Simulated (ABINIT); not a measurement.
TiO:

```xyz
2
Lattice="3.0310 0.0000 0.0000 -1.5155 2.6249 0.0000 0.0000 0.0000 3.2377" Properties=species:S:1:pos:R:3 pbc="T T T"
Ti    1.5155    0.8750    0.0000
O     0.0000    0.0000    1.6188
```

| Quantity | Value |
| --- | --- |
| Program | ABINIT 10.8.3 (patched build) |
| Task | relaxation of cell and atoms |
| Functional | LDA |
| Potentials or basis | PseudoDojo NC SR LDA v0.4.1 standard |
| Cutoff | 1143 eV |
| k mesh | 8 × 8 × 6 |
| Occupations | fermi-dirac, width 0.05 eV |
| Spin | no spin polarisation |

At the start: pressure -45.3 GPa; volume 12.88 Å³/atom.

Task: Where does the relaxation end?

Result: Over 10 steps the energy falls by 771.0 meV/atom and the volume is 9.13 Å³/atom (-29.1 %); space group P-6m2 (No. 187, to 0.05 Å).

The path:
| step | energy change (eV) | largest force (eV/Å) | pressure (GPa) | volume (Å³) |
| --- | --- | --- | --- | --- |
| 1 | 0.0000 | 0.0000 | -45.25 | 25.76 |
| 2 | -0.9378 | 0.0000 | -36.73 | 22.35 |
| 3 | -0.9897 | 0.0000 | 70.09 | 15.42 |
| 4 | -1.5034 | 0.0000 | -12.20 | 19.14 |
| 5 | -1.5400 | 0.0000 | -2.75 | 18.44 |
| 6 | -1.5419 | 0.0000 | 0.30 | 18.24 |
| 7 | -1.5419 | 0.0000 | 0.09 | 18.25 |
| 8 | -1.5419 | 0.0000 | -0.03 | 18.26 |
| 9 | -1.5419 | 0.0000 | -0.01 | 18.26 |
| 10 | -1.5419 | 0.0000 | 0.00 | 18.26 |

Final structure:
```
Ti O
1.0
     2.76341    0.00000    0.00000
    -1.38171    2.39318    0.00000
     0.00000    0.00000    2.76114
Ti O
1 1
Direct
  0.66667 0.33333 0.00000
  0.00000 0.00000 0.50000
```

Caveat: the volume moved by over 15 % at a fixed basis, so the end points are rough; the volume moved by -29 % from the deposited cell, more than functionals usually miss.
